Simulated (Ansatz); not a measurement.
Run on HfN (zincblende type): DFT, PBE, norm-conserving pseudopotentials, Ansatz's default files, scalar-relativistic (Ansatz 0.2.0). This run: the series' base cell.

The cell comes from a relaxation on PAW files under the same functional, begun from a prototype that needn't be the stable phase.

Command: `ansatz run input.yaml --threads 1 --pin off --max-ram 2048MiB --backend cpu --events-out ev --progress --plain --runs-dir out` It took 31 s on 1 thread of Arm Neoverse V1, on a shared host, peak memory 0.44 GiB.

```yaml
crystal:
  lattice:
    - [0.0, 2.4579025457, 2.4579025457]
    - [2.4579025457, 0.0, 2.4579025457]
    - [2.4579025457, 2.4579025457, 0.0]
  atoms:
    - { symbol: Hf, position: [0.0, 0.0, 0.0] }
    - { symbol: "N", position: [0.25, 0.25, 0.25] }
kpoints:
  mp_grid: { grid: [14, 14, 14] }
scf:
  occupations: { method: fermi_dirac, width: 0.08 }
hamiltonian:
  xc: pbe
  pseudopotentials: { kind: nc }
output:
  forces: true
  stress: true
  eigenvalues: true
```

Output:

```
Engine: ansatz 0.2.0
Pseudopotentials: kind: nc
Pseudopotential: Hf, nc, valence charge 26, recommended cutoff 1143 eV (normal), Hf.nc.azcp
Pseudopotential: N, nc, valence charge 5, recommended cutoff 1240 eV (normal), N.nc.azcp
Functional definition: PBE
  parameter kappa = 0.804
  parameter beta = 0.06672455060314922
  exchange = pbe_x(kappa = kappa, mu = beta*pi^2/3)
  correlation = pbe_c(beta = beta)
Crystal: 2 atoms, lattice volume = 29.698 Å³
Basis set: ecut = 1240 eV, 2891 PW (Γ), exchange–correlation on 80×80×80 points (8 copies of the dense FFT grid, shifted against one another)
Bands: 20, of which v1, the nominal top of the filled ones, is band 16 counted from 1 (15 counted from 0)
Symmetry: 24 space group operations
Space group: F-43m (ITA 216), of the structure as read, at distance tolerance 3.1e-5 Å
k-points: 104 of 2744 (time reversal used)
Non-local potential: Hf, projectors of the file, l = 0: 2, l = 1: 2, l = 2: 2, l = 3: 2
Non-local potential: N, projectors of the file, l = 0: 2, l = 1: 2
Initial density: superposition of atomic densities (chi_scale 0.1, normalization cell, long waves kept (reshape's long-wave potential 0.00 eV rms))
Initial wavefunctions: pseudopotential atomic-orbital guess
Functional: x = pbe(κ = 0.804, μ = 0.2195149727645171), c = pbe(β = 0.06672455060314922)
SCF iter   1: F=—  HF=-7537.455894 eV  |F-HF|=—  |Δ(HF+E_count)|=         —  Δρ=5.88e-2  dr2=1.03e0  ethr=3.10e-3  ⟨swp⟩=5.7  Hψ=9316  notcnv=0
preconditioner: auto → Kerker (q_TF=auto, 2.748 Å⁻¹)  [metal: Δε(μ)=0.042 eV  Ē_g=18.679 eV  σ=0.080 eV  W_gap=0.13  n_scr=14 (ndim 8)  ℏωp=36.7 eV  f_vac=0.000  D(μ)=0.68/eV (n_scr^D=0)]
SCF iter   2: F=—  HF=-7537.273667 eV  |F-HF|=—  |Δ(HF+E_count)|=   1.82e-1  Δρ=3.16e-2  dr2=2.43e-1  ethr=3.10e-3  ⟨swp⟩=2.0  Hψ=3239  notcnv=0
SCF iter   3: F=—  HF=-7537.241657 eV  |F-HF|=—  |Δ(HF+E_count)|=   3.20e-2  Δρ=1.14e-2  dr2=4.77e-2  ethr=7.83e-4  ⟨swp⟩=2.5  Hψ=2704  notcnv=0
SCF iter   4: F=—  HF=-7537.238412 eV  |F-HF|=—  |Δ(HF+E_count)|=   3.25e-3  Δρ=3.22e-3  dr2=2.96e-3  ethr=1.54e-4  ⟨swp⟩=2.0  Hψ=3274  notcnv=0
SCF iter   5: F=—  HF=-7537.239610 eV  |F-HF|=—  |Δ(HF+E_count)|=   1.20e-3  Δρ=9.90e-4  dr2=3.01e-4  ethr=9.54e-6  ⟨swp⟩=2.2  Hψ=2995  notcnv=0
SCF iter   6: F=—  HF=-7537.239812 eV  |F-HF|=—  |Δ(HF+E_count)|=   2.02e-4  Δρ=3.39e-4  dr2=1.43e-5  ethr=9.70e-7  ⟨swp⟩=2.2  Hψ=3635  notcnv=0
SCF iter   7: F=—  HF=-7537.239812 eV  |F-HF|=—  |Δ(HF+E_count)|=   1.24e-7  Δρ=1.13e-4  dr2=1.71e-6  ethr=4.60e-8  ⟨swp⟩=2.0  Hψ=3679  notcnv=0
SCF iter   8: F=—  HF=-7537.239812 eV  |F-HF|=—  |Δ(HF+E_count)|=   1.41e-7  Δρ=1.77e-5  dr2=1.02e-7  ethr=5.50e-9  ⟨swp⟩=2.0  Hψ=3696  notcnv=0
SCF iter   9: F=-7537.239812 eV  HF=-7537.239812 eV  |F-HF|=3.04e-9  |Δ(HF+E_count)|=  9.09e-10  Δρ=5.69e-6  dr2=6.93e-9  ethr=3.23e-10  ⟨swp⟩=6.0  Hψ=9424  notcnv=0
SCF 1 converged in 9 iterations: F = -7537.239812 eV  dr2 = 6.93e-9
SCF converged after 9 iterations
Free energy (F): -7537.239812 eV
Harris-Foulkes:  -7537.239812 eV  (|F-HF|=3.04e-9)
Internal energy: -7537.226445 eV  (E = F + TS)
E sigma→0 (E₀):  -7537.233129 eV
Entropy (-TS):   -0.013367 eV (-6.684 meV/atom)
Fermi energy:    18.549311 eV
--- Per-component energies (eV) ---
  E_band       = 25.155482
  E_kinetic    = 3986.524147
  E_local      = -6339.403630  (includes V_loc(G=0)·N_el)
  E_nonlocal   = -1290.844676
  E_hartree    = 2240.508652
  E_xc         = -1121.335932
  E_vxc        = -812.143097  (∫ρ·V_xc dr)
  E_ewald      = -5012.675007
  E_smearing   = -0.013367  (= −TS)
  E_closure    = -0.000000  (closes the sum)
  Σ components = -7537.239812   (vs F -7537.239812, Δ=0.00e0)
--- Forces (eV/Å), atoms counted from 1 ---
  atom   1  Hf     0.00000000     0.00000000    -0.00000000
  atom   2  N     -0.00000000     0.00000000     0.00000000
  max |Σ_I F_I| component: 1.52e-15 eV/Å
--- Stress (GPa, compression-positive) ---
        0.164470       0.000000      -0.000000
        0.000000       0.164470       0.000000
       -0.000000       0.000000       0.164470
  P = ⅓ Tr σ = 0.1645 GPa (1.645 kbar)
--- Band table (eV; the first three rows and the last of 104) ---
  k-point 0: bands = ["-44.0374", "-12.5874", "-12.5874", "-12.5874", "2.2276", "5.9975", "5.9975", "5.9975", "6.0845", "6.0845", "6.0845", "6.1878", "13.0704", "13.0704", "13.0704", "17.8306", "20.7334", "20.7334", "25.0685", "25.0685"]
  k-point 1: bands = ["-44.0364", "-12.6116", "-12.5905", "-12.5905", "2.2868", "5.9981", "5.9988", "5.9988", "6.0824", "6.0824", "6.0846", "6.1898", "12.9510", "13.1085", "13.1085", "18.1103", "20.6455", "20.6455", "24.9271", "25.1908"]
  k-point 2: bands = ["-44.0336", "-12.6788", "-12.5991", "-12.5991", "2.4503", "6.0002", "6.0022", "6.0022", "6.0766", "6.0766", "6.0848", "6.1944", "12.7004", "13.2114", "13.2114", "18.8105", "20.4644", "20.4644", "24.5853", "25.4246"]
  k-point 103: bands = ["-44.0106", "-12.9674", "-12.8297", "-12.7477", "3.7044", "6.0265", "6.0296", "6.0324", "6.0446", "6.0522", "6.0851", "6.1168", "12.7083", "13.6229", "14.9360", "17.2295", "19.9255", "22.1007", "23.5052", "24.9594"]
```

Next run (volume at 0.95 of the series' base cell), as changes to the input before:

```diff
   lattice:
-    - [0.0, 2.4579025457, 2.4579025457]
-    - [2.4579025457, 0.0, 2.4579025457]
-    - [2.4579025457, 2.4579025457, 0.0]
+    - [0.0, 2.416235131, 2.416235131]
+    - [2.416235131, 0.0, 2.416235131]
+    - [2.416235131, 2.416235131, 0.0]
   atoms:
```

Results part of the output:

```
SCF 1 converged in 8 iterations: F = -7537.190113 eV  dr2 = 8.77e-8
SCF converged after 8 iterations
Free energy (F): -7537.190113 eV
Harris-Foulkes:  -7537.190113 eV  (|F-HF|=3.65e-8)
Internal energy: -7537.177670 eV  (E = F + TS)
E sigma→0 (E₀):  -7537.183892 eV
Entropy (-TS):   -0.012443 eV (-6.222 meV/atom)
Fermi energy:    19.623818 eV
--- Per-component energies (eV) ---
  E_band       = 60.655631
  E_kinetic    = 3989.056414
  E_local      = -6204.871776  (includes V_loc(G=0)·N_el)
  E_nonlocal   = -1289.666849
  E_hartree    = 2189.970804
  E_xc         = -1122.548838
  E_vxc        = -813.823246  (∫ρ·V_xc dr)
  E_ewald      = -5099.117426
  E_smearing   = -0.012443  (= −TS)
  E_closure    = -0.000000  (closes the sum)
  Σ components = -7537.190113   (vs F -7537.190113, Δ=0.00e0)
--- Forces (eV/Å), atoms counted from 1 ---
  atom   1  Hf     0.00000000    -0.00000000     0.00000000
  atom   2  N     -0.00000000     0.00000000    -0.00000000
  max |Σ_I F_I| component: 1.48e-15 eV/Å
--- Stress (GPa, compression-positive) ---
       11.024305       0.000000      -0.000000
        0.000000      11.024305      -0.000000
       -0.000000       0.000000      11.024305
  P = ⅓ Tr σ = 11.0243 GPa (110.243 kbar)
--- Band table (eV; the first three rows and the last of 104) ---
  k-point 0: bands = ["-42.8014", "-11.3605", "-11.3605", "-11.3605", "3.0305", "7.2493", "7.2493", "7.2493", "7.3488", "7.3488", "7.3488", "7.4434", "13.9020", "13.9020", "13.9020", "19.0361", "21.9177", "21.9177", "26.4717", "26.4717"]
  k-point 1: bands = ["-42.8001", "-11.3906", "-11.3643", "-11.3643", "3.0972", "7.2500", "7.2509", "7.2509", "7.3462", "7.3462", "7.3489", "7.4462", "13.7855", "13.9434", "13.9434", "19.3192", "21.8210", "21.8210", "26.3239", "26.6152"]
  k-point 2: bands = ["-42.7965", "-11.4739", "-11.3748", "-11.3748", "3.2807", "7.2524", "7.2550", "7.2550", "7.3394", "7.3394", "7.3491", "7.4527", "13.5419", "14.0550", "14.0550", "20.0292", "21.6229", "21.6229", "25.9759", "26.8968"]
  k-point 103: bands = ["-42.7663", "-11.8294", "-11.6562", "-11.5570", "4.6685", "7.2781", "7.2841", "7.2925", "7.3023", "7.3103", "7.3429", "7.3839", "13.5623", "14.5680", "15.9487", "18.2479", "21.0674", "23.4016", "24.9163", "26.4791"]
```

Next run (volume at 0.75 of the series' base cell), as changes to the input before:

```diff
   lattice:
-    - [0.0, 2.416235131, 2.416235131]
-    - [2.416235131, 0.0, 2.416235131]
-    - [2.416235131, 2.416235131, 0.0]
+    - [0.0, 2.2331526655, 2.2331526655]
+    - [2.2331526655, 0.0, 2.2331526655]
+    - [2.2331526655, 2.2331526655, 0.0]
   atoms:
```

Results part of the output:

```
SCF 1 converged in 8 iterations: F = -7535.456397 eV  dr2 = 1.15e-8
SCF converged after 8 iterations
Free energy (F): -7535.456397 eV
Harris-Foulkes:  -7535.456397 eV  (|F-HF|=4.56e-9)
Internal energy: -7535.444972 eV  (E = F + TS)
E sigma→0 (E₀):  -7535.450685 eV
Entropy (-TS):   -0.011425 eV (-5.712 meV/atom)
Fermi energy:    25.222100 eV
--- Per-component energies (eV) ---
  E_band       = 242.365591
  E_kinetic    = 4002.074659
  E_local      = -5564.016403  (includes V_loc(G=0)·N_el)
  E_nonlocal   = -1281.868929
  E_hartree    = 1954.388018
  E_xc         = -1128.859586
  E_vxc        = -822.601066  (∫ρ·V_xc dr)
  E_ewald      = -5517.162732
  E_smearing   = -0.011425  (= −TS)
  E_closure    = -0.000000  (closes the sum)
  Σ components = -7535.456397   (vs F -7535.456397, Δ=0.00e0)
--- Forces (eV/Å), atoms counted from 1 ---
  atom   1  Hf     0.00000000    -0.00000000    -0.00000000
  atom   2  N     -0.00000000     0.00000000     0.00000000
  max |Σ_I F_I| component: 1.11e-15 eV/Å
--- Stress (GPa, compression-positive) ---
       97.372966      -0.000000      -0.000000
       -0.000000      97.372966      -0.000000
       -0.000000      -0.000000      97.372966
  P = ⅓ Tr σ = 97.3730 GPa (973.730 kbar)
--- Band table (eV; the first three rows and the last of 104) ---
  k-point 0: bands = ["-36.5884", "-5.1332", "-5.1332", "-5.1332", "7.3954", "13.5559", "13.5559", "13.5559", "13.7662", "13.7662", "13.7662", "13.7896", "18.2985", "18.2985", "18.2985", "25.3569", "28.0051", "28.0051", "33.5981", "33.5981"]
  k-point 1: bands = ["-36.5841", "-5.2113", "-5.1422", "-5.1422", "7.5122", "13.5576", "13.5594", "13.5594", "13.7602", "13.7602", "13.7664", "13.7983", "18.2008", "18.3598", "18.3598", "25.6556", "27.8599", "27.8599", "33.4052", "33.8662"]
  k-point 2: bands = ["-36.5723", "-5.4233", "-5.1674", "-5.1674", "7.8241", "13.5638", "13.5690", "13.5690", "13.7448", "13.7448", "13.7669", "13.8210", "18.0091", "18.5236", "18.5236", "26.4062", "27.5700", "27.5700", "32.9974", "34.4419"]
  k-point 103: bands = ["-36.4744", "-6.2810", "-5.8310", "-5.6089", "9.9856", "13.5407", "13.6304", "13.6828", "13.6857", "13.6921", "13.7202", "13.8330", "18.1278", "19.6643", "21.3082", "23.7553", "26.9995", "30.1428", "32.2496", "34.4343"]
```

Next run (volume at 0.65 of the series' base cell), as changes to the input before:

```diff
   lattice:
-    - [0.0, 2.2331526655, 2.2331526655]
-    - [2.2331526655, 0.0, 2.2331526655]
-    - [2.2331526655, 2.2331526655, 0.0]
+    - [0.0, 2.1291313022, 2.1291313022]
+    - [2.1291313022, 0.0, 2.1291313022]
+    - [2.1291313022, 2.1291313022, 0.0]
   atoms:
```

Results part of the output:

```
SCF 1 converged in 8 iterations: F = -7532.858557 eV  dr2 = 2.73e-9
SCF converged after 8 iterations
Free energy (F): -7532.858557 eV
Harris-Foulkes:  -7532.858557 eV  (|F-HF|=2.59e-9)
Internal energy: -7532.847106 eV  (E = F + TS)
E sigma→0 (E₀):  -7532.852832 eV
Entropy (-TS):   -0.011452 eV (-5.726 meV/atom)
Fermi energy:    29.202346 eV
--- Per-component energies (eV) ---
  E_band       = 368.143304
  E_kinetic    = 4011.081149
  E_local      = -5158.704712  (includes V_loc(G=0)·N_el)
  E_nonlocal   = -1275.004434
  E_hartree    = 1809.784250
  E_xc         = -1133.292765
  E_vxc        = -828.797924  (∫ρ·V_xc dr)
  E_ewald      = -5786.710594
  E_smearing   = -0.011452  (= −TS)
  E_closure    = -0.000000  (closes the sum)
  Σ components = -7532.858557   (vs F -7532.858557, Δ=0.00e0)
--- Forces (eV/Å), atoms counted from 1 ---
  atom   1  Hf     0.00000000    -0.00000000     0.00000000
  atom   2  N     -0.00000000     0.00000000     0.00000000
  max |Σ_I F_I| component: 2.52e-15 eV/Å
--- Stress (GPa, compression-positive) ---
      191.918965       0.000000      -0.000000
        0.000000     191.918965      -0.000000
       -0.000000      -0.000000     191.918965
  P = ⅓ Tr σ = 191.9190 GPa (1919.190 kbar)
--- Band table (eV; the first three rows and the last of 104) ---
  k-point 0: bands = ["-32.4148", "-0.8611", "-0.8611", "-0.8611", "10.7062", "17.7873", "17.7873", "17.7873", "18.0935", "18.1544", "18.1544", "18.1544", "21.5103", "21.5103", "21.5103", "29.8835", "32.2574", "32.2574", "38.4982", "38.4982"]
  k-point 1: bands = ["-32.4068", "-0.9942", "-0.8758", "-0.8758", "10.8710", "17.7914", "17.7936", "17.7936", "18.1080", "18.1444", "18.1444", "18.1546", "21.4309", "21.5883", "21.5883", "30.1905", "32.0758", "32.0758", "38.2632", "38.8595"]
  k-point 2: bands = ["-32.3841", "-1.3483", "-0.9166", "-0.9166", "11.2976", "17.8068", "17.8109", "17.8109", "18.1203", "18.1203", "18.1484", "18.1553", "21.2917", "21.7940", "21.7940", "30.9605", "31.7195", "31.7195", "37.7901", "39.6676"]
  k-point 103: bands = ["-32.1948", "-2.7094", "-1.9773", "-1.6388", "14.0378", "17.7347", "17.9346", "18.0261", "18.0500", "18.0599", "18.0699", "18.2617", "21.4890", "23.4554", "25.0921", "27.9683", "31.2115", "34.9025", "37.4593", "40.1130"]
```

Next run (volume at 0.4 of the series' base cell), as changes to the input before:

```diff
   lattice:
-    - [0.0, 2.1291313022, 2.1291313022]
-    - [2.1291313022, 0.0, 2.1291313022]
-    - [2.1291313022, 2.1291313022, 0.0]
+    - [0.0, 1.8109980798, 1.8109980798]
+    - [1.8109980798, 0.0, 1.8109980798]
+    - [1.8109980798, 1.8109980798, 0.0]
   atoms:
```

Command: `ansatz run input.yaml --threads 1 --pin off --max-ram 2048MiB --backend cpu --events-out ev --progress --plain --runs-dir out` It took 14 s on 1 thread of Arm Neoverse V1, with other jobs on the host, peak memory 0.3 GiB.

Results part of the output:

```
SCF 1 converged in 7 iterations: F = -7510.912962 eV  dr2 = 3.12e-9
SCF converged after 7 iterations
Free energy (F): -7510.912962 eV
Harris-Foulkes:  -7510.912962 eV  (|F-HF|=1.42e-10)
Internal energy: -7510.895608 eV  (E = F + TS)
E sigma→0 (E₀):  -7510.904285 eV
Entropy (-TS):   -0.017353 eV (-8.677 meV/atom)
Fermi energy:    48.172745 eV
--- Per-component energies (eV) ---
  E_band       = 902.578630
  E_kinetic    = 4056.590427
  E_local      = -3680.422758  (includes V_loc(G=0)·N_el)
  E_nonlocal   = -1245.088983
  E_hartree    = 1313.565058
  E_xc         = -1152.292679
  E_vxc        = -855.630888  (∫ρ·V_xc dr)
  E_ewald      = -6803.246673
  E_smearing   = -0.017353  (= −TS)
  E_closure    = 0.000000  (closes the sum)
  Σ components = -7510.912962   (vs F -7510.912962, Δ=0.00e0)
--- Forces (eV/Å), atoms counted from 1 ---
  atom   1  Hf     0.00000000    -0.00000000     0.00000000
  atom   2  N     -0.00000000     0.00000000    -0.00000000
  max |Σ_I F_I| component: 1.85e-15 eV/Å
--- Stress (GPa, compression-positive) ---
      956.795043       0.000000      -0.000000
        0.000000     956.795043       0.000000
       -0.000000       0.000000     956.795043
  P = ⅓ Tr σ = 956.7950 GPa (9567.950 kbar)
--- Band table (eV; the first three rows and the last of 104) ---
  k-point 0: bands = ["-16.0713", "17.2374", "17.2374", "17.2374", "27.7714", "33.7257", "33.7257", "33.7257", "35.6946", "36.3763", "36.3763", "36.3763", "37.4810", "37.4810", "37.4810", "50.4067", "50.8289", "50.8289", "59.4515", "59.4515"]
  k-point 1: bands = ["-16.0217", "16.6669", "17.1727", "17.1727", "28.2047", "33.8065", "33.8065", "33.8091", "35.7740", "36.3292", "36.3292", "36.3772", "37.4976", "37.6157", "37.6157", "50.4805", "50.4805", "50.7216", "59.0210", "60.1989"]
  k-point 2: bands = ["-15.8803", "15.3005", "16.9962", "16.9962", "29.0270", "34.0193", "34.0193", "34.1641", "35.9871", "36.2382", "36.2382", "36.3797", "37.6409", "37.9330", "37.9330", "49.8380", "49.8380", "51.5000", "58.2565", "61.9921"]
  k-point 103: bands = ["-14.5982", "10.9096", "13.1011", "14.0435", "33.2190", "34.4264", "35.4594", "35.9532", "35.9778", "36.0636", "36.1650", "37.0763", "37.5693", "41.4723", "41.6002", "49.6118", "50.2236", "56.0971", "61.1285", "65.5331"]
```

Spin–orbit coupling is left out, which matters for the heavy atoms. The norm-conserving files are those that the library serves for this functional. The structure type is held throughout; the real material can change phase at far lower pressure.
